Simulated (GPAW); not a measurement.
**Zn in GPAW: convergence with density grid spacing (A)**

Input of the first run (density grid spacing (A) 0.24); the others differ in this setting and in those tied to it:

run.py

```python
from ase.dft.bandgap import bandgap
from ase.io import read, write
from ase.units import GPa
from gpaw import GPAW, PW

atoms = read('POSCAR')

calc = GPAW(mode=PW(600),
            h=0.24,
            xc='MGGA_X_R2SCAN+MGGA_C_R2SCAN',
            kpts={'size': (12, 12, 12), 'gamma': True},
            occupations={'name': 'fermi-dirac', 'width': 0.05},
            nbands=13,
            convergence={'density': 1e-05, 'energy': 1e-05},
            maxiter=100,
            txt='gpaw.txt')
atoms.calc = calc
energy = atoms.get_potential_energy()
forces = atoms.get_forces()
stress = atoms.get_stress()
calc.write('gs.gpw')
write('result.traj', atoms)
print(f'Energy: {energy:.6f} eV')
print('Forces (eV/A):')
print(forces.round(4))
print('Stress (GPa):', (stress / GPa).round(3))
print('Fermi level:', round(calc.get_fermi_level(), 4), 'eV')
print(f'Gap: {bandgap(calc)[0]:.4f} eV, direct: {bandgap(calc, direct=True)[0]:.4f} eV')
```

POSCAR

```
Zn
1.0
    0.0000000000      1.9647760000      1.9647760000
    1.9647760000      0.0000000000      1.9647760000
    1.9647760000      1.9647760000      0.0000000000
Zn
1
Direct
    0.0000000000      0.0000000000      0.0000000000
```

Potentials or basis: GPAW PAW data sets (gpaw-data 1.2.1), pw.

Command:

```sh
$ OMP_NUM_THREADS=1 python run.py
```

This isn't the form of Zn at room conditions, which is hcp.

Hardware: 1 thread of Arm Neoverse V1, with other jobs on the host.

```
density grid spacing (A)  energy less the tightest run, at zero smearing (meV/atom)  SCF cycles  CPU time (s)  peak memory (GiB)
                    0.24                                                      -0.50          13            23                0.2
                     0.2                                                       0.08          13            31                0.2
                    0.17                                                       0.06          13            66               0.21
                    0.15                                                       0.04          13            51               0.21
                    0.13                                                       0.01          13           130               0.23
                    0.11                                                       0.01          13           180               0.24
                    0.09                                                       0.00          13           190               0.27
```

Against the tightest run, the energy stays within 1 meV/atom from 0.24 on. The tightest run that finished is the yardstick and may itself not be fully converged.

Caveat, for the tightest run too: the PAW data sets were made with another functional, which shifts forces and pressure a little.
